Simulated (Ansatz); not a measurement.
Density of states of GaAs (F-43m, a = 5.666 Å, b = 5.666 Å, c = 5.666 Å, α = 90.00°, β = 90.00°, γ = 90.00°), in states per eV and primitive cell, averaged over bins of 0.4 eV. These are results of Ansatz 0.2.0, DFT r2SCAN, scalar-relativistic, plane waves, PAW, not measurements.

Cutoff 500 eV; k points 8×8×8 on the computed 2-atom cell (Γ-centred); Gaussian smearing, width 0.02 eV; no spin polarisation.

The cell is relaxed at this level. The states (both spins) are summed by tetrahedra on a 12×12×12 mesh at the self-consistent density. Energies are bin centres; the table starts no lower than −8 eV and ends at 6 eV, or lower where the solved bands end.

The gap is 0.96 eV at this level, with the zero inside it.

```csv
E − E_F (eV),total,As 4p,Ga 4p,Ga 4s,As 4s
-7.25,1.28,0.57,0.07,0.61,0.03
-6.85,1.38,0.61,0.12,0.56,0.07
-6.45,0.64,0.28,0.06,0.23,0.06
-6.05,0.43,0.19,0.04,0.14,0.05
-5.65,0.31,0.14,0.03,0.10,0.04
-5.25,0.24,0.11,0.02,0.07,0.04
-4.85,0.18,0.09,0.02,0.05,0.03
-4.45,0.50,0.27,0.15,0.04,0.03
-4.05,1.24,0.72,0.42,0.06,0.03
-3.65,1.08,0.63,0.35,0.06,0.03
-3.25,1.48,0.91,0.48,0.05,0.03
-2.85,1.52,0.97,0.47,0.04,0.02
-2.45,1.42,0.94,0.42,0.03,0.02
-2.05,1.36,0.94,0.37,0.02,0.01
-1.65,1.09,0.78,0.27,0.01,0.01
-1.25,0.55,0.41,0.12,0.01,0.00
-0.85,0.27,0.21,0.05,0.00,0.00
-0.45,0.03,0.02,0.00,0.00,0.00
-0.05,0.00,0.00,0.00,0.00,0.00
0.35,0.00,0.00,0.00,0.00,0.00
0.75,0.00,0.00,0.00,0.00,0.00
1.15,0.09,0.01,0.02,0.03,0.02
1.55,0.56,0.11,0.18,0.14,0.09
1.95,1.20,0.29,0.36,0.29,0.15
2.35,1.86,0.52,0.54,0.45,0.19
2.75,1.06,0.31,0.30,0.23,0.10
3.15,0.86,0.23,0.28,0.14,0.08
3.55,0.86,0.20,0.37,0.11,0.08
3.95,0.90,0.19,0.48,0.07,0.06
4.35,1.95,0.43,1.04,0.09,0.07
4.75,1.18,0.29,0.60,0.07,0.03
5.15,1.10,0.27,0.56,0.05,0.02
5.55,1.61,0.38,0.72,0.07,0.04
```

The columns after the total are the Löwdin projections on the occupied valence shells of the potentials. The rest of the total lies in shells that are empty in the free atom, which aren't projected, and between the atoms.